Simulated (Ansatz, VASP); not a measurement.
One calculation of LiCl, two programs

```xyz
2
Lattice="3.2711 0.0000 0.0000 0.0000 3.2711 0.0000 0.0000 0.0000 3.2711" Properties=species:S:1:pos:R:3 pbc="T T T"
Li    0.0000    0.0000    0.0000
Cl    1.6356    1.6356    1.6356
```

Alike in both runs: task single point; functional PBEsol; k mesh 6 × 6 × 6; no spin polarisation.

```csv
,VASP,Ansatz
version,VASP 6.6.1,Ansatz 0.2.0
potentials or method,"VASP PAW PBE potentials, release 64 (Li_sv, Cl)",plane waves
plane-wave cutoff (eV),520,420
occupations,"gaussian, width 0.01 eV",fixed
valence electrons in the cell,10,10
```

Ansatz gave:

```
gap on the k mesh at the Fermi level (eV) : 4.26
```

Problem. What did VASP give for the same quantities?

Solution. gap on the k mesh at the Fermi level (eV): 4.28.

 A k mesh can miss the band edges.
